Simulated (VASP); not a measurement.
# Zn (P6_3/mmc) in VASP: notebook

Runs on Zn. Level: PBE+D3(BJ). Tasks: relaxation of shape and atoms at fixed volume.

Program: VASP 6.6.1. These are calculated values, not measurements. Logs are shortened: lines on timing, memory, paths and dates and some standing lists are left out, and cuts for length are marked.

### Step 1. Starting point

Symmetry: P6_3/mmc, No. 194, hexagonal system. Conventional cell: a = 2.624 Å, b = 2.624 Å, c = 4.794 Å, α = 90.00°, β = 90.00°, γ = 120.00°. Zn (site symmetry -6m2) is surrounded by 12 Zn at 2.62 to 2.84 Å.

### Step 2. Relaxation of shape and atoms at fixed volume, PBE+D3(BJ) (a relaxed cell with its volume scaled by 0.96)

Contents of INCAR:

```
SYSTEM = Zn
ALGO     = Normal         ! electronic algorithm
EDIFF    = 1E-7           ! SCF threshold, eV
EDIFFG   = -0.01          ! ionic threshold
ENCUT    = 600            ! plane-wave cutoff, eV
GGA      = PE             ! functional
IBRION   = 2              ! ionic algorithm
ISIF     = 4              ! what is computed and relaxed
ISMEAR   = 1              ! smearing method
IVDW     = 12             ! dispersion correction
LASPH    = .TRUE.         ! aspherical terms in the spheres
LCHARG   = .FALSE.        ! write CHGCAR
LREAL    = .FALSE.        ! projectors in reciprocal space
LWAVE    = .FALSE.        ! write WAVECAR
NELM     = 80             ! most SCF steps
NSW      = 40             ! ionic steps
PREC     = Accurate       ! precision mode
SIGMA    = 0.1            ! smearing width, eV
```

Contents of KPOINTS:

```
k-points
0
G
  18 18 8
  0 0 0
```

Contents of POSCAR:

```
Zn                                      
1.0
    2.5881849929     -0.0000000000      0.0000000000
   -1.2940924964      2.2414339535     -0.0000000000
    0.0000000000      0.0000000000      4.7288006783
  Zn            
     2
Direct
     0.3333333332999970    0.6666666667000030    0.2500000000000000
     0.6666666667000030    0.3333333332999970    0.7500000000000000
```

Potentials or basis: VASP PAW PBE potentials, release 64 (Zn).

Launch:

```
$ cat potpaw_PBE.64/Zn/POTCAR > POTCAR
$ mpirun -np 1 vasp_std > vasp.out
```

OUTCAR:

```text
SYSTEM = Zn
   EDIFF = 1E-7
   EDIFFG = -0.01
   ENCUT = 600
   GGA = PE
   IBRION = 2
   ISIF = 4
   ISMEAR = 1
   IVDW = 12
   LASPH = .TRUE.
   LREAL = .FALSE.
   NELM = 80
   NSW = 40
   PREC = Accurate
 IVDW          = 12

 ion  position               nearest neighbor table
   1  0.333  0.667  0.250-   2 2.80   2 2.80   2 2.80   2 2.80   2 2.80   2 2.80
   2  0.667  0.333  0.750-   1 2.80   1 2.80   1 2.80   1 2.80   1 2.80   1 2.80

  LATTYP: Found a hexagonal cell.
 ALAT       =     2.5881849929
 C/A-ratio  =     1.8270721341

  Lattice vectors:

 A1 = (   2.5881849929,   0.0000000000,   0.0000000000)
 A2 = (  -1.2940924964,   2.2414339535,   0.0000000000)
 A3 = (   0.0000000000,   0.0000000000,   4.7288006783)

Analysis of symmetry for initial positions (statically):
=====================================================================
 Subroutine PRICEL returns:
 Original cell was already a primitive cell.

 Routine SETGRP: Setting up the symmetry group for a
 hexagonal supercell.

 Subroutine GETGRP returns: Found 24 space group operations
 (whereof 12 operations were pure point group operations)
 out of a pool of 24 trial point group operations.

The static configuration has the point symmetry D_3d.
 The point group associated with its full space group is D_6h.

Analysis of symmetry for dynamics (positions and initial velocities):
=====================================================================
 Subroutine PRICEL returns:
 Original cell was already a primitive cell.

 Routine SETGRP: Setting up the symmetry group for a
 hexagonal supercell.

 Subroutine GETGRP returns: Found 24 space group operations
 (whereof 12 operations were pure point group operations)
 out of a pool of 24 trial point group operations.

The dynamic configuration has the point symmetry D_3d.
 The point group associated with its full space group is D_6h.

 Subroutine INISYM returns: Found 24 space group operations
 (whereof 12 operations are pure point group operations),
 and found     1 'primitive' translations

----------------------------------------------------------------------------------------

                                     Primitive cell

  volume of cell :      27.4329

  direct lattice vectors                    reciprocal lattice vectors
     2.588184993  0.000000000  0.000000000     0.386371145  0.223071485  0.000000000
    -1.294092496  2.241433954  0.000000000     0.000000000  0.446142970  0.000000000
     0.000000000  0.000000000  4.728800678     0.000000000  0.000000000  0.211470110

  length of vectors
     2.588184993  2.588184993  4.728800678     0.446142970  0.446142970  0.211470110

  position of ions in fractional coordinates (direct lattice)
[... 70 lines left out ...]
   PREC   = accura    normal or accurate (medium, high low for compatibility)
   ISTART =      0    job   : 0-new  1-cont  2-samecut
   ICHARG =      2    charge: 1-file 2-atom 10-const
   ISPIN  =      1    spin polarized calculation?
   LNONCOLLINEAR =      F non collinear calculations
   LSORBIT =      F    spin-orbit coupling
   LASPH  =      T    aspherical Exc in radial PAW
   ENCUT  =  600.0 eV  44.10 Ry    6.64 a.u.   5.17  5.17  9.44*2*pi/ulx,y,z
   NELM   =     80;   NELMIN=  2; NELMDL= -5     # of ELM steps
   EDIFF  = 0.1E-06   stopping-criterion for ELM
   LREAL  =      F    real-space projection
   EDIFFG = -.1E-01   stopping-criterion for IOM
   NSW    =     40    number of steps for IOM
   IBRION =      2    ionic relax: 0-MD 1-quasi-New 2-CG
   NFREE  =      1    steps in history (QN), initial steepest desc. (CG)
   ISIF   =      4    stress and relaxation
   ISYM   =      2    0-nonsym 1-usesym 2-fastsym
   POTIM  = 0.5000    time-step for ionic-motion
   TEBEG  =    0.0;   TEEND  =   0.0 temperature during run
   PSTRESS=    0.0 pullay stress
   NELECT =      24.0000    total number of electrons
   NUPDOWN=      -1.0000    fix difference up-down
   EMIN   =  10.00;   EMAX   =-10.00  energy-range for DOS
   EFERMI =   0.00;   METHOD = LEGACY
   ISMEAR =     1;   SIGMA  =   0.10  broadening in eV -4-tet -1-fermi 0-gaus
   EFERMI_NEDOS =   21; number of points for ismear=-14 and -15
   IALGO  =     38    algorithm
   IMIX   =      4    mixing-type and parameters
     AMIX     =   0.40;   BMIX     =  1.00
     AMIX_MAG =   1.60;   BMIX_MAG =  1.00
  volume/ion in A,a.u.               =      13.72        92.56
  Fermi-wavevector in a.u.,A,eV,Ry     =   1.565745  2.958830 33.355482  2.451559
  Thomas-Fermi vector in A             =   2.668176
   LORBIT       =      0    0 simple, 1 ext, 2 COOP (PROOUT), +10 PAW based schemes
   GGA     = PE    functional components
   LHFCALC =     F    Hartree Fock is set to
   AEXX    =    0.0000 exact exchange contribution
   IVDW    =    12    specifies the selected vdW correction
   LEPSILON=     F    determine dielectric tensor
   LRPA    =     F    only Hartree local field effects (RPA)
 conjugate gradient relaxation of ions
 non-spin polarized calculation
 Methfessel and Paxton  Order N= 1 SIGMA  =   0.10
  energy-cutoff  :      600.00
  volume of cell :       27.43
 maximum number of plane-waves:       930
 NGX is ok and might be reduce to    24
   NGX = 11   NGY = 11   NGZ = 19

--------------------------------------- Ionic step        1  -------------------------------------------

 number of electron      24.0000015 magnetization

 Free energy of the ion-electron system (eV)
  ---------------------------------------------------
  ext. energy  EPLUGINS =         0.00000000
  ---------------------------------------------------
  free energy    TOTEN  =        -2.13456952 eV

  energy without entropy =       -2.13472150  energy(sigma->0) =       -2.13462018

------------------------ aborting loop because EDIFF is reached ----------------------------------------

 Edisp (eV)   -0.89497

 E8    (eV) :    -0.3768
[... 71 lines left out ...]
--------------------------------------- Ionic step        3  -------------------------------------------

 number of electron      24.0000020 magnetization

 Free energy of the ion-electron system (eV)
  ---------------------------------------------------
  ext. energy  EPLUGINS =         0.00000000
  ---------------------------------------------------
  free energy    TOTEN  =        -2.13522475 eV

  energy without entropy =       -2.13548161  energy(sigma->0) =       -2.13531037

 E-fermi :   4.0005     XC(G=0): -12.1070

 val. band max:        3.9675130462   @ k =   0.3333   0.2778   0.1250
 cond. band min:       4.0164160426   @ k =   0.3889  -0.0000   0.0000
 fundamental gap:      0.0489029964
 Fermi energy:         4.0004640511

 k-point     1 :       0.0000    0.0000    0.0000
  band No.  band energies     occupation
      1      -7.3643      2.00000
      2      -5.1735      2.00000
      3      -4.3148      2.00000
      4      -4.0735      2.00000
      5      -4.0735      2.00000
      6      -4.0047      2.00000
[... 433 lines left out ...]
      3      -4.6456      2.00000
      4      -4.0700      2.00000
      5      -3.9645      2.00000
      6      -3.9219      2.00000
[... 8 lines left out ...]
     15      10.0907      0.00000
     16      11.0667      0.00000

 [... further k-points ...]

------------------------ aborting loop because EDIFF is reached ----------------------------------------

 Edisp (eV)   -0.89486

 E8    (eV) :    -0.3767
[... 25 lines left out ...]
  FREE ENERGIE OF THE ION-ELECTRON SYSTEM (eV)
  ---------------------------------------------------
  free  energy   TOTEN  =        -3.0300809435 eV

  energy  without entropy=       -3.0303377998  energy(sigma->0) =       -3.03016656

 reached required accuracy - stopping structural energy minimisation
```

Run time: 1.8 min. Hardware: 1 thread of Intel Xeon Platinum 8488C (Sapphire Rapids), shared host; peak memory 0.23 GiB.

Results:

- Free energy: -3.0301 eV
- Energy gained by relaxing: 0.3 meV/atom
- Ionic steps: 3
- Pressure after relaxing: 4.0 GPa
- Band gap on the k mesh: none (metal or under the smearing width)
- Dispersion energy per atom: -0.447 eV

Step by step:
```csv
step,energy change (eV),largest force (eV/Å),pressure (GPa)
1,0.0000,0.0000,4.11
2,-0.0005,0.0000,4.00
3,-0.0005,0.0000,3.99
```

Final structure:
```
CELL_PARAMETERS angstrom
2.59456 0.00000 0.00000
-1.29728 2.24695 0.00000
0.00000 0.00000 4.70559
ATOMIC_POSITIONS crystal
Zn 0.33333 0.66667 0.25000
Zn 0.66667 0.33333 0.75000
```

Caveat: pairwise dispersion overbinds metals, which lowers pressure and volume.

### Step 3. Relaxation of shape and atoms at fixed volume, PBE+D3(BJ) (a relaxed cell with its volume scaled by 0.98)

INCAR is that of step 2.

KPOINTS is that of step 2.

Contents of POSCAR:

```
Zn                                      
1.0
    2.6060351086     -0.0000000000      0.0000000000
   -1.3030175543      2.2568926072     -0.0000000000
    0.0000000000      0.0000000000      4.7614141273
  Zn            
     2
Direct
     0.3333333332999970    0.6666666667000030    0.2500000000000000
     0.6666666667000030    0.3333333332999970    0.7500000000000000
```

Potentials or basis: VASP PAW PBE potentials, release 64 (Zn).

Launch:

```
$ cat potpaw_PBE.64/Zn/POTCAR > POTCAR
$ mpirun -np 1 vasp_std > vasp.out
```

Run time: 1.7 min. Hardware: 1 thread of Intel Xeon Platinum 8488C (Sapphire Rapids), shared host; peak memory 0.23 GiB.

Results (log left out):

```yaml
Free_energy: -3.0406 eV
Energy_gained_by_relaxing: 0.1 meV/atom
Ionic_steps: 3
Pressure_after_relaxing: 1.9 GPa
Band_gap_on_the_k_mesh: none (metal or under the smearing width)
Dispersion_energy_per_atom: -0.438 eV
```

Step by step:
```csv
step,energy change (eV),largest force (eV/Å),pressure (GPa)
1,0.0000,0.0000,1.93
2,-0.0001,0.0000,1.93
3,-0.0002,0.0000,1.87
```

Final structure:
```yaml
crystal:
  lattice:
    - [2.60981, 0.00000, 0.00000]
    - [-1.30490, 2.26016, 0.00000]
    - [0.00000, 0.00000, 4.74766]
  atoms:
    - { symbol: Zn, position: [0.33333, 0.66667, 0.25000] }
    - { symbol: Zn, position: [0.66667, 0.33333, 0.75000] }
```

Levels at points of the mesh, in eV from the Fermi level:
| k point | band 9 | band 10 | band 11 | band 12 | band 13 | band 14 | band 15 | band 16 |
| --- | --- | --- | --- | --- | --- | --- | --- | --- |
| (0.00, 0.00, 0.00) | -7.62 | -7.35 | -7.35 | -4.09 | -2.85 | 14.99 | 17.98 | 17.98 |
| (0.50, 0.00, 0.00) | -7.17 | -7.14 | -3.30 | -2.44 | 2.85 | 3.51 | 4.61 | 5.82 |
| (0.00, 0.00, 0.50) | -7.46 | -7.46 | -7.46 | -7.46 | 5.15 | 5.15 | 19.43 | 19.43 |
| (0.50, 0.00, 0.50) | -7.16 | -7.16 | -2.28 | -2.28 | 0.11 | 0.11 | 10.87 | 10.87 |

Caveat: pairwise dispersion overbinds metals, which lowers pressure and volume.

### Step 4. Relaxation of shape and atoms at fixed volume, PBE+D3(BJ)

INCAR is that of step 3.

KPOINTS is that of step 3.

Contents of POSCAR:

```
Zn                                      
1.0
    2.6236439881     -0.0000000000      0.0000000000
   -1.3118219940      2.2721423442     -0.0000000000
    0.0000000000      0.0000000000      4.7935868203
  Zn            
     2
Direct
     0.3333333332999970    0.6666666667000030    0.2500000000000000
     0.6666666667000030    0.3333333332999970    0.7500000000000000
```

Potentials or basis: VASP PAW PBE potentials, release 64 (Zn).

Launch:

```
$ cat potpaw_PBE.64/Zn/POTCAR > POTCAR
$ mpirun -np 1 vasp_std > vasp.out
```

OUTCAR:

```text
SYSTEM = Zn
   EDIFF = 1E-7
   EDIFFG = -0.01
   ENCUT = 600
   GGA = PE
   IBRION = 2
   ISIF = 4
   ISMEAR = 1
   IVDW = 12
   LASPH = .TRUE.
   LREAL = .FALSE.
   NELM = 80
   NSW = 40
   PREC = Accurate
 IVDW          = 12

 ion  position               nearest neighbor table
   1  0.333  0.667  0.250-   2 2.84   2 2.84   2 2.84   2 2.84   2 2.84   2 2.84
   2  0.667  0.333  0.750-   1 2.84   1 2.84   1 2.84   1 2.84   1 2.84   1 2.84

  LATTYP: Found a hexagonal cell.
 ALAT       =     2.6236439881
 C/A-ratio  =     1.8270721340

  Lattice vectors:

 A1 = (   2.6236439881,   0.0000000000,   0.0000000000)
 A2 = (  -1.3118219940,   2.2721423442,   0.0000000000)
 A3 = (   0.0000000000,   0.0000000000,   4.7935868203)

Analysis of symmetry for initial positions (statically):
=====================================================================
 Subroutine PRICEL returns:
 Original cell was already a primitive cell.

 Routine SETGRP: Setting up the symmetry group for a
 hexagonal supercell.

[... 169 lines left out ...]
  energy without entropy =       -2.18634952  energy(sigma->0) =       -2.18625813

 E-fermi :   3.7161     XC(G=0): -11.8856

 val. band max:        3.6902020685   @ k =   0.3333   0.2778   0.1250
 cond. band min:       3.7778021178   @ k =   0.5000   0.0000   0.5000
 fundamental gap:      0.0876000494
 Fermi energy:         3.7161085113

 k-point     1 :       0.0000    0.0000    0.0000
  band No.  band energies     occupation
      1      -7.3350      2.00000
      2      -5.2982      2.00000
      3      -4.5093      2.00000
      4      -4.2734      2.00000
      5      -4.2734      2.00000
      6      -4.2123      2.00000
[... 433 lines left out ...]
      3      -4.7931      2.00000
      4      -4.2698      2.00000
      5      -4.1626      2.00000
      6      -4.1269      2.00000
[... 8 lines left out ...]
     15       9.4744      0.00000
     16      10.6079      0.00000

 [... further k-points ...]

------------------------ aborting loop because EDIFF is reached ----------------------------------------

 Edisp (eV)   -0.85788

 E8    (eV) :    -0.3610

  FORCE on cell =-STRESS in cart. coord.  units (eV):
  Direction    XX          YY          ZZ          XY          YZ          ZX
  --------------------------------------------------------------------------------------
  -------------------------------------------------------------------------------------
  Total       0.00459     0.00459    -0.00243     0.00000    -0.00000     0.00000
  in kB       0.25712     0.25712    -0.13632     0.00000    -0.00000     0.00000
  external pressure =        0.13 kB  Pullay stress =        0.00 kB

 VOLUME and BASIS-vectors are now :
 -----------------------------------------------------------------------------
  energy-cutoff  :      600.00
  volume of cell :       28.58
      direct lattice vectors                 reciprocal lattice vectors
     2.623643988  0.000000000  0.000000000     0.381149274  0.220056636  0.000000000
    -1.311821994  2.272142344  0.000000000     0.000000000  0.440113271  0.000000000
     0.000000000  0.000000000  4.793586820     0.000000000  0.000000000  0.208612056

 POSITION                                       TOTAL-FORCE (eV/Angst)
 -----------------------------------------------------------------------------------
     -0.00000      1.51476      1.19840         0.000000     -0.000000      0.000000
      1.31182      0.75738      3.59519        -0.000000      0.000000      0.000000
 -----------------------------------------------------------------------------------
    total drift:                               -0.000000      0.000000      0.000000

  FREE ENERGIE OF THE ION-ELECTRON SYSTEM (eV)
  ---------------------------------------------------
  free  energy   TOTEN  =        -3.0440903733 eV

  energy  without entropy=       -3.0442274502  energy(sigma->0) =       -3.04413607

 reached required accuracy - stopping structural energy minimisation
```

OSZICAR:

```text
N       E                     dE             d eps       ncg     rms          rms(c)
DAV:   1     0.101165321514E+03    0.10117E+03   -0.14095E+04  6016   0.266E+03
DAV:   2     0.362336076193E+00   -0.10080E+03   -0.99501E+02  6056   0.317E+02
DAV:   3    -0.242035615882E+01   -0.27827E+01   -0.27773E+01  7360   0.646E+01
DAV:   4    -0.242833213253E+01   -0.79760E-02   -0.79756E-02  7008   0.341E+00
DAV:   5    -0.242834385844E+01   -0.11726E-04   -0.11726E-04  7264   0.110E-01    0.457E+00
DAV:   6    -0.220255434934E+01    0.22579E+00   -0.10798E+00  6160   0.238E+01    0.333E+00
DAV:   7    -0.219146720496E+01    0.11087E-01   -0.33470E-02  7480   0.349E+00    0.170E+00
DAV:   8    -0.218621237021E+01    0.52548E-02   -0.18108E-03  8304   0.762E-01    0.472E-02
DAV:   9    -0.218621059544E+01    0.17748E-05   -0.26925E-04  8256   0.259E-01    0.326E-02
DAV:  10    -0.218621305241E+01   -0.24570E-05   -0.27041E-05  6568   0.732E-02    0.299E-03
DAV:  11    -0.218621282506E+01    0.22735E-06   -0.12364E-07  6176   0.422E-03    0.184E-03
DAV:  12    -0.218621244343E+01    0.38163E-06   -0.35223E-08  3832   0.427E-03    0.122E-04
DAV:  13    -0.218621243893E+01    0.44934E-08   -0.83026E-09  3608   0.945E-04
   1 F= -.30440904E+01 E0= -.30441361E+01  d E =-.304409E+01
```

Wall time 71 s (1 thread of Intel Xeon Platinum 8488C (Sapphire Rapids), shared host); peak memory 0.23 GiB.

What came out:

| Property | Result |
| --- | --- |
| Free energy | -3.0441 eV |
| Pressure after relaxing | 0.0 GPa |
| Band gap on the k mesh | none (metal or under the smearing width) |
| Dispersion energy per atom | -0.429 eV |

Final structure:
```
CELL_PARAMETERS angstrom
2.62364 0.00000 0.00000
-1.31182 2.27214 0.00000
0.00000 0.00000 4.79359
ATOMIC_POSITIONS crystal
Zn 0.33333 0.66667 0.25000
Zn 0.66667 0.33333 0.75000
```

Caveat: the relaxation stopped at its first step, so nothing moved; pairwise dispersion overbinds metals, which lowers pressure and volume.

[end of part 1 of 2]
